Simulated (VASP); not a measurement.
# CaSe: molecular dynamics with a thermostat

CaSe, Fm-3m (no. 225), 8 atoms in the cell. PBE, molecular dynamics; PAW potentials Se, Ca_pv (PBE set).

Ensemble: NVT; Target temperature (K): 1000.

## Input

INCAR:
```
  ALGO = Normal
  ANDERSEN_PROB = 0.05
  EDIFF = 1E-5
  ENCUT = 210
  GGA = PE
  IBRION = 0
  ISIF = 2
  ISMEAR = 0
  ISYM = 0
  KPAR = 2
  LASPH = T
  LCHARG = F
  LREAL = Auto
  LWAVE = F
  MDALGO = 1
  NELM = 60
  NELMIN = 4
  NSW = 80
  POTIM = 2.0
  PREC = Normal
  RANDOM_SEED = 107962 0 0
  SIGMA = 0.05
  TEBEG = 1000
  TEEND = 1000
```

KPOINTS:
```
k-points
0
Monkhorst-Pack
  2 2 2
```

POSCAR:
```
CaSe
1.0
    5.9120000000      0.0000000000      0.0000000000
    0.0000000000      5.9120000000      0.0000000000
    0.0000000000      0.0000000000      5.9120000000
Se Ca
4 4
Direct
    0.5000000000      0.0000000000      0.0000000000
    0.5000000000      0.5000000000      0.5000000000
    0.0000000000      0.0000000000      0.5000000000
    0.0000000000      0.5000000000      0.0000000000
    0.0000000000      0.0000000000      0.0000000000
    0.0000000000      0.5000000000      0.5000000000
    0.5000000000      0.0000000000      0.5000000000
    0.5000000000      0.5000000000      0.0000000000
```

Commands:
```
cat potpaw_PBE.64/Se/POTCAR potpaw_PBE.64/Ca_pv/POTCAR > POTCAR
mpirun -np 2 vasp_std > vasp.out
```

## Result

- Mean temperature (K): 680
- Rise of the mean potential energy above the start (meV/atom): 76.8
- Electronic steps per ionic step after the first: 4.4

Course of the run:

| Time (fs) | Temperature (K) | Potential energy less the first (meV/atom) |
|---|---|---|
| 2 | 1000 | 0.0 |
| 14 | 598 | 9.4 |
| 26 | 903 | 28.9 |
| 38 | 575 | 54.6 |
| 50 | 512 | 72.6 |
| 62 | 731 | 68.9 |
| 74 | 824 | 66.4 |
| 88 | 826 | 80.5 |
| 100 | 654 | 117.1 |
| 112 | 455 | 142.3 |
| 124 | 520 | 134.9 |
| 136 | 591 | 104.6 |
| 148 | 650 | 87.4 |
| 160 | 843 | 73.0 |

REPORT:
```
MDALGO =   1
         ANDERSEN_PROB =  0.05000000
               SCALING =       0
                 CNEXP =     9.000   14.000
           RANDOM_SEED =            107962                0                0

   original number of atomic DOF:         21
   number of independent constraints:      0
   number of active DOF:                  21

========================================
         MD step No.       1
========================================

  Atomic velocities initialized by STEP_tb

  >Energies
                    E_tot             E_pot             E_kin               EPS                ES
   e_b>   -0.37215497E+02   -0.38120322E+02    0.90482470E+00    0.00000000E+00    0.00000000E+00

  >Temperature
               T_sim     T_inst
   tmprt>   1000.000    999.999

  >Thermostat, num. of collisions:                0

           RANDOM_SEED =            107962              102                0

[... steps left out ...]

========================================
         MD step No.      80
========================================

  >Energies
                    E_tot             E_pot             E_kin               EPS                ES
   e_b>   -0.36773169E+02   -0.37535930E+02    0.76276092E+00    0.00000000E+00    0.00000000E+00

  >Temperature
               T_sim     T_inst
   tmprt>   1000.000    842.992

  >Thermostat, num. of collisions:                0

           RANDOM_SEED =            107962             5000                0
```

OSZICAR:
```
N       E                     dE             d eps       ncg     rms          rms(c)
DAV:   1     0.472443910395E+03    0.47244E+03   -0.12356E+04   280   0.145E+03
DAV:   2     0.706024936442E+02   -0.40184E+03   -0.39803E+03   264   0.413E+02
DAV:   3    -0.316334574431E+02   -0.10224E+03   -0.99722E+02   368   0.186E+02
DAV:   4    -0.383509968711E+02   -0.67175E+01   -0.67110E+01   368   0.529E+01
DAV:   5    -0.384911251848E+02   -0.14013E+00   -0.14011E+00   415   0.895E+00    0.595E+00
DAV:   6    -0.380666074059E+02    0.42452E+00   -0.13597E+00   391   0.482E+00    0.386E+00
DAV:   7    -0.380954489842E+02   -0.28842E-01   -0.40312E-01   350   0.344E+00    0.143E+00
DAV:   8    -0.381184930525E+02   -0.23044E-01   -0.36847E-02   363   0.214E+00    0.169E-01
DAV:   9    -0.381202438972E+02   -0.17508E-02   -0.41713E-03   416   0.593E-01    0.959E-02
DAV:  10    -0.381203224995E+02   -0.78602E-04   -0.21303E-04   412   0.116E-01    0.318E-02
DAV:  11    -0.381203219097E+02    0.58978E-06   -0.63123E-05   304   0.119E-01
      1 T=  1000. E= -.37215497E+02 F= -.38120322E+02 E0= -.38120322E+02  EK= 0.90482E+00 SP= 0.00E+00 SK= 0.00E+00
[... left out ...]
     77 T=   695. E= -.36854283E+02 F= -.37482975E+02 E0= -.37482975E+02  EK= 0.62869E+00 SP= 0.00E+00 SK= 0.00E+00
     79 T=   828. E= -.36773087E+02 F= -.37522486E+02 E0= -.37522486E+02  EK= 0.74940E+00 SP= 0.00E+00 SK= 0.00E+00
[... last step whole ...]
       N       E                     dE             d eps       ncg     rms          rms(c)
DAV:   1    -0.375354407031E+02   -0.12950E-01   -0.12401E-02   399   0.376E+00    0.519E-02
DAV:   2    -0.375359395213E+02   -0.49882E-03   -0.52614E-03   335   0.474E-01    0.244E-02
DAV:   3    -0.375359351872E+02    0.43340E-05   -0.13815E-04   416   0.945E-02    0.175E-02
DAV:   4    -0.375359297236E+02    0.54636E-05   -0.96123E-06   160   0.311E-02
     80 T=   843. E= -.36773169E+02 F= -.37535930E+02 E0= -.37535930E+02  EK= 0.76276E+00 SP= 0.00E+00 SK= 0.00E+00
```

Limits: 160 fs of 8 atoms are too short for converged averages.

VASP 6.6.1 took 325 s on 2 cores (Intel Xeon Platinum 8488C (Sapphire Rapids)), a shared host.
